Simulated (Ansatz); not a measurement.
Input deck for Ansatz 0.2.0, then the block of the output on the nuclei.

The cell is a COD entry, relaxed with PBE at fixed cell and then changed (z stretched by 3 %, ions relaxed).

```yaml
crystal:
  lattice:
    - [5.118, 0.0, 0.0]
    - [0.0, 5.1857, 0.0]
    - [-0.8586630598, 0.0, 5.3702831548]
  atoms:
    - { symbol: Hf, position: [0.2767004551, 0.0418817656, 0.2081303341] }
    - { symbol: Hf, position: [0.7232995449, 0.5418817656, 0.2918696659] }
    - { symbol: Hf, position: [0.7232995449, 0.9581182344, 0.7918696659] }
    - { symbol: Hf, position: [0.2767004551, 0.4581182344, 0.7081303341] }
    - { symbol: O, position: [0.4465505665, 0.7583834833, 0.4802726464] }
    - { symbol: O, position: [0.5534494335, 0.2583834833, 0.0197273536] }
    - { symbol: O, position: [0.5534494335, 0.2416165167, 0.5197273536] }
    - { symbol: O, position: [0.4465505665, 0.7416165167, 0.9802726464] }
    - { symbol: O, position: [0.0726428696, 0.3392538935, 0.3389442109] }
    - { symbol: O, position: [0.9273571304, 0.8392538935, 0.1610557891] }
    - { symbol: O, position: [0.9273571304, 0.6607461065, 0.6610557891] }
    - { symbol: O, position: [0.0726428696, 0.1607461065, 0.8389442109] }
kpoints:
  mp_grid: { grid: [6, 6, 6] }
scf:
  occupations: { method: fermi_dirac, width: 0.02 }
hamiltonian:
  xc: pbe
  pseudopotentials: { kind: paw }
output:
  forces: true
  stress: true
  populations: true
  efg:
    quadrupole_moments_barn: { Hf: 3.365, O: -0.02558 }
    contact_densities: true
relax:
  f_tol: 0.02
  max_steps: 60
```

```sh
ansatz run input.yaml --threads 4 --pin off --max-ram 8192MiB --backend cpu --events-out ev --progress --plain --runs-dir out
```

The run relaxes the ions first, and the block belongs to the relaxed positions.

Of the output, the block on the nuclei alone is shown; the set-up, the SCF iterations, energies, forces and stress are cut. One atom of each set with nearly equal values is shown.

```
--- PAW observables at the nuclei: V_zz in 10²¹ V/m², potentials from the cell's mean, atoms counted from 1 ---
  atom   1  Hf V_zz =    +9.826844   η = 0.2792   by run symmetry: allowed   C_q = +799.5645 MHz
            electrostatic potential = -14178.790785 V   contact ρ = 7528575.881775 e/Å³
  atom   5  O  V_zz =    +1.222399   η = 0.3914   by run symmetry: allowed   C_q = -0.7561 MHz
            electrostatic potential = -629.433114 V   contact ρ = 2156.290273 e/Å³
  atom   9  O  V_zz =    +1.284029   η = 0.9989   by run symmetry: allowed   C_q = -0.7942 MHz
            electrostatic potential = -629.875741 V   contact ρ = 2156.307154 e/Å³
```

The relaxation (6 steps) took 60 s of wall time (3.7 min of CPU time) and 1.3 GiB at its peak, on 4 threads of Intel Xeon Platinum 8375C CPU @ 2.90GHz (Ice Lake) (x86_64; 16 cores open to the job, memory cap 8.0 GiB, no GPU), a shared host with a load of 0.5 a core.

Without spin–orbit coupling the gradients at and beside Hf can be off by some per cent, at some sites by more.
